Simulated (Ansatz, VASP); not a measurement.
**Two plane-wave programs on Ni**

INCAR

```
SYSTEM = Ni
  PREC = Accurate
  ENCUT = 520
  EDIFF = 1E-6
  ISMEAR = 0
  SIGMA = 0.1
  LREAL = .False.
  LASPH = .True.
  NELM = 60
  ALGO = Normal
  ISIF = 2
  LWAVE = .False.
  LCHARG = .True.
  GGA = PE
  LELF = .True.
  LVHAR = .True.
  NBANDS = 11
```

The input KPOINTS:

```
Automatic mesh
0
Gamma
  15 15 15
  0 0 0
```

Contents of POSCAR:

```
Ni
1.0
    0.0000000000      1.7572466680      1.7572466680
    1.7572466680      0.0000000000      1.7572466680
    1.7572466680      1.7572466680      0.0000000000
Ni
1
Direct
    0.0000000000      0.0000000000      0.0000000000
```

Input for Ansatz:

```yaml
crystal:
  lattice:
    - [0.0, 1.757246668, 1.757246668]
    - [1.757246668, 0.0, 1.757246668]
    - [1.757246668, 1.757246668, 0.0]
  atoms:
    - { symbol: Ni, position: [0.0, 0.0, 0.0] }
hamiltonian:
  xc: pbe
  pseudopotentials:
    kind: paw
    azcp:
      Ni: "pseudopotentials/Ni.paw.azcp"
basis:
  ecutwfc: 420
  fft_grid_basis: typed
kpoints:
  mp_grid: { grid: [15, 15, 15], shift: [0, 0, 0] }
magnetization:
  spin_polarized: false
scf:
  occupations: { method: gaussian, width: 0.1 }
  lower_state_search: "off"
output:
  stress: true
```

Alike in both runs: task single point; functional PBE; k mesh 15 × 15 × 15; occupations gaussian, width 0.1 eV; no spin polarisation.

|  | VASP | Ansatz |
| --- | --- | --- |
| version | VASP 6.6.1 | Ansatz 0.2.0 |
| potentials or method | VASP PAW PBE potentials, release 64 (Ni) | plane waves (420 eV) with PAW, scalar-relativistic |
| plane-wave cutoff (eV) | 520 | 420 |
| valence electrons in the cell | 10 | 18 |

|  | VASP | Ansatz | Ansatz less VASP |
| --- | --- | --- | --- |
| pressure (GPa) | -0.6 | -0.6 | 0.00 |

The functional is the same, so the differences come from potentials, cutoffs and numerics. The two sets of potentials don't hold the same shells in valence.

Caveats: the run has no spin polarisation, though such a crystal can be magnetic. Spin polarisation is off, so any magnetic state and its effect on volume and gap are missing.
